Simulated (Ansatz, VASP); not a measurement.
One calculation of Cr, two programs

The input POSCAR:

```
Cr
1.0
   -1.4149597590      1.4149597590      1.4149597590
    1.4149597590     -1.4149597590      1.4149597590
    1.4149597590      1.4149597590     -1.4149597590
Cr
1
Direct
    0.0000000000      0.0000000000      0.0000000000
```

Contents of INCAR.step1:

```
SYSTEM = Cr
ALGO = Normal
EDIFF = 1E-4
ENCUT = 520
GGA = PE
ISMEAR = 0
LASPH = .True.
LCHARG = .False.
LREAL = .False.
LWAVE = .True.
NBANDS = 12
NELM = 80
PREC = Accurate
SIGMA = 0.01
```

INCAR.step2

```
SYSTEM = Cr
ALGO = Normal
EDIFF = 1E-6
ENCUT = 520
ISIF = 2
ISMEAR = 0
ISTART = 1
LASPH = .True.
LCHARG = .False.
LMIXTAU = .True.
LREAL = .False.
LWAVE = .False.
METAGGA = R2SCAN
NBANDS = 12
NELM = 80
PREC = Accurate
SIGMA = 0.01
```

KPOINTS

```
k-points
0
Gamma
  15 15 15
  0 0 0
```

Input for Ansatz:

```yaml
crystal:
  lattice:
    - [-1.414959759, 1.414959759, 1.414959759]
    - [1.414959759, -1.414959759, 1.414959759]
    - [1.414959759, 1.414959759, -1.414959759]
  atoms:
    - { symbol: Cr, position: [0.0, 0.0, 0.0] }
hamiltonian:
  xc: r2scan
  pseudopotentials:
    kind: paw
    azcp:
      Cr: "pseudopotentials/Cr.paw.azcp"
basis:
  ecutwfc: 500
  fft_grid_basis: typed
kpoints:
  mp_grid: { grid: [15, 15, 15], shift: [0, 0, 0] }
magnetization:
  spin_polarized: false
scf:
  occupations: { method: gaussian, width: 0.01 }
  lower_state_search: "off"
output:
  stress: true
```

Alike in both runs: task single point; functional r2SCAN; k mesh 15 × 15 × 15; occupations gaussian, width 0.01 eV; no spin polarisation.

|  | VASP | Ansatz |
| --- | --- | --- |
| version | VASP 6.6.1 | Ansatz 0.2.0 |
| potentials or method | VASP PAW PBE potentials, release 64 (Cr_pv) | plane waves (500 eV) with PAW, scalar-relativistic |
| plane-wave cutoff (eV) | 520 | 500 |
| valence electrons in the cell | 12 | 14 |

|  | VASP | Ansatz | Ansatz less VASP |
| --- | --- | --- | --- |
| pressure (GPa) | 0.5 | -0.2 | -0.70 |

With one functional, cell and mesh, what is left measures potentials, basis and numerics. The two sets of potentials don't hold the same shells in valence.

Caveats: the PAW data sets were made with another functional, which shifts forces and pressure a little (VASP); the run has no spin polarisation, though such a crystal can be magnetic. Spin polarisation is off, so any magnetic state and its effect on volume and gap are missing.
